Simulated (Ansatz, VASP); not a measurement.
## AlNi in VASP and in Ansatz

```
Al Ni
1.0
     2.86235    0.00000    0.00000
     0.00000    2.86235    0.00000
     0.00000    0.00000    2.86235
Al Ni
1 1
Direct
  0.50000 0.50000 0.50000
  0.00000 0.00000 0.00000
```

Alike in both runs: functional PBEsol; k mesh 14 × 14 × 14; occupations gaussian, width 0.1 eV; no spin polarisation.

Ansatz relaxed the structure, and its values are those at the end. VASP's run is a single point on that final structure, the one shown.

|  | VASP | Ansatz |
| --- | --- | --- |
| version | VASP 6.6.1 | Ansatz 0.2.0 |
| potentials or method | VASP PAW PBE potentials, release 64 (Al, Ni) | scalar-relativistic, plane waves, PAW |
| plane-wave cutoff (eV) | 520 | 420 |
| valence electrons in the cell | 13 | 21 |

```tsv
	VASP	Ansatz	Ansatz less VASP
gap on the k mesh at the Fermi level (eV)	none	none	-
pressure (GPa)	0.2	0.0	-0.20
```

A gap of «none» marks a metal or a gap that the smearing closes. The functional is the same, so the differences come from potentials, cutoffs and numerics. The two sets of potentials don't hold the same shells in valence.

Caveats: the PAW data sets were made with another functional, which shifts forces and pressure a little (VASP). Spin polarisation is off, so any magnetic state and its effect on volume and gap are missing.
